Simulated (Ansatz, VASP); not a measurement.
**Si in VASP and in Ansatz**

File INCAR:

```
SYSTEM = Si
PREC = Accurate
ENCUT = 520
EDIFF = 1E-7
ISMEAR = 0
SIGMA = 0.020999999999999998
LREAL = .False.
LASPH = .True.
NELM = 80
ALGO = Normal
ISIF = 2
LWAVE = .False.
LCHARG = .False.
GGA = PE
NBANDS = 11
```

KPOINTS

```
regular mesh
0
Gamma
  8 8 8
  0 0 0
```

File POSCAR:

```
Si
1.0
    0.0000000000      2.7218511865      2.7218511865
    2.7218511865      0.0000000000      2.7218511865
    2.7218511865      2.7218511865      0.0000000000
Si
2
Direct
    0.5000000000      0.5000000000      0.5000000000
    0.7500000000      0.7500000000      0.7500000000
```

The input input.yaml:

```yaml
crystal:
  lattice:
    - [0.0, 2.7218511865, 2.7218511865]
    - [2.7218511865, 0.0, 2.7218511865]
    - [2.7218511865, 2.7218511865, 0.0]
  atoms:
    - { symbol: Si, position: [0.5, 0.5, 0.5] }
    - { symbol: Si, position: [0.75, 0.75, 0.75] }
kpoints:
  mp_grid: { grid: [8, 8, 8] }
scf:
  occupations: { method: gaussian, width: 0.021 }
hamiltonian:
  xc: pbe
  pseudopotentials: { kind: all_electron, lapw: { basis_error: 0.001 } }
output:
  forces: true
  stress: true
  eigenvalues: true
```

Alike in both runs: task single point; functional PBE; k mesh 8 × 8 × 8; occupations gaussian, width 0.021 eV; no spin polarisation.

|  | VASP | Ansatz |
| --- | --- | --- |
| version | VASP 6.6.1 | Ansatz 0.2.0 |
| potentials or method | VASP PAW PBE potentials, release 64 (Si) | all-electron LAPW, scalar-relativistic |
| plane-wave cutoff (eV) | 520 | see its input |

```csv
,VASP,Ansatz,Ansatz less VASP
gap on the k mesh at the Fermi level (eV),0.63,0.63,-0.001
least direct gap on the mesh (eV),2.56,2.56,-0.004
pressure (GPa),1.3,1.3,+0.05
```

Ansatz ran all-electron here, so the differences hold the error of VASP's frozen core and of both bases.

A k mesh can miss the band edges. Expect the measured gap to be larger: semilocal functionals such as PBE lack the derivative discontinuity.
